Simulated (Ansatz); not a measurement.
# TaN: the cost of one run

Program: Ansatz 0.2.0. Level of theory: DFT PBEsol+U (U_eff = 6 eV on Ta d), plane waves, PAW, no spin–orbit coupling unless a run says so. These are calculated values, not measurements.

1 further run of the same task is left out (it didn't finish).

## Step 1: The system as given

It takes space group P6_3mc (No. 186, hexagonal). The conventional cell has a = 3.050 Å, b = 3.050 Å, c = 4.940 Å, α = 90.00°, β = 90.00°, γ = 120.00°. Ta (site symmetry 3m) is surrounded by 4 N at 1.85 to 1.90 Å. N (site symmetry 3m) is surrounded by 4 Ta at 1.85 to 1.90 Å.

As a file:

```
CELL_PARAMETERS angstrom
3.05000 0.00000 0.00000
-1.52500 2.64138 0.00000
0.00000 0.00000 4.94000
ATOMIC_POSITIONS crystal
Ta 0.33333 0.66667 0.00000
Ta 0.66667 0.33333 0.50000
N 0.33333 0.66667 0.38500
N 0.66667 0.33333 0.88500
```

An earlier series on this cell reached its lowest free state from «ferromagnetic start, free, natural orbitals of the symmetric run filled by rank», perhaps among other starts (it ended without moments).

## Step 2: Antiferromagnetic directions held

Contents of input.yaml:

```yaml
crystal:
  lattice:
    - [3.05000204, 0.0, 0.0]
    - [-1.52500102, 2.64137925, 0.0]
    - [0.0, 0.0, 4.94000153]
  atoms:
    - { symbol: Ta, position: [0.3333333333, 0.6666666667, 0.0], spin: 2.0 }
    - { symbol: Ta, position: [0.6666666667, 0.3333333333, 0.5], spin: -2.0 }
    - { symbol: "N", position: [0.3333333333, 0.6666666667, 0.385] }
    - { symbol: "N", position: [0.6666666667, 0.3333333333, 0.885] }
basis:
  ecutwfc: 420
  ecutrho_ratio: 4
kpoints:
  mp_grid: { grid: [7, 7, 4] }
hamiltonian:
  xc: pbesol
  hubbard:
    sites:
      - { site: 0, l: d, u_eff: 6.0, starting_ns: [{ spin: up, occupation_matrix: s0up }, { spin: down, occupation_matrix: s0down }] }
      - { site: 1, l: d, u_eff: 6.0, starting_ns: [{ spin: up, occupation_matrix: s1up }, { spin: down, occupation_matrix: s1down }] }
    occupation_matrices:
      s0up:
        matrix:
          - [0.02, 0.0, 0.0, 0.0, 0.0]
          - [0.0, 0.28994, 0.0, 0.0, -0.42846]
          - [0.0, 0.0, 0.28994, -0.42846, 0.0]
          - [0.0, 0.0, -0.42846, 0.70006, 0.0]
          - [0.0, -0.42846, 0.0, 0.0, 0.70006]
      s0down:
        matrix:
          - [0.02, 0.0, 0.0, 0.0, 0.0]
          - [0.0, 0.02, 0.0, 0.0, 0.0]
          - [0.0, 0.0, 0.02, 0.0, 0.0]
          - [0.0, 0.0, 0.0, 0.02, 0.0]
          - [0.0, 0.0, 0.0, 0.0, 0.02]
      s1up:
        matrix:
          - [0.02, 0.0, 0.0, 0.0, 0.0]
          - [0.0, 0.02, 0.0, 0.0, 0.0]
          - [0.0, 0.0, 0.02, 0.0, 0.0]
          - [0.0, 0.0, 0.0, 0.02, 0.0]
          - [0.0, 0.0, 0.0, 0.0, 0.02]
      s1down:
        matrix:
          - [0.02, 0.0, 0.0, 0.0, 0.0]
          - [0.0, 0.28994, 0.0, 0.0, 0.42846]
          - [0.0, 0.0, 0.28994, 0.42846, 0.0]
          - [0.0, 0.0, 0.42846, 0.70006, 0.0]
          - [0.0, 0.42846, 0.0, 0.0, 0.70006]
    ns_hold: { iters: 8 }
scf:
  occupations: { method: gaussian, width: 0.05 }
  lower_state_search: "off"
  max_iter: 150
output:
  forces: true
  stress: true
  eigenvalues: true
  populations: true
  hubbard: { sites: [{ site: 0, l: d }, { site: 1, l: d }] }
magnetization:
  spin_polarized: true
  spin_locking: { lock_directions: true }
```

The typed matrices are held for 8 cycles. The lock stays on to the end, so the result is a constrained state.

Command:

```sh
ansatz run input.yaml --threads 2 --pin off --max-ram 3072MiB --backend cpu --events-out ev --progress --plain --runs-dir out
```

What time and memory should one allow on 2 threads of Arm Neoverse N1, shared host?

About 27 s, with a peak of 0.38 GiB.
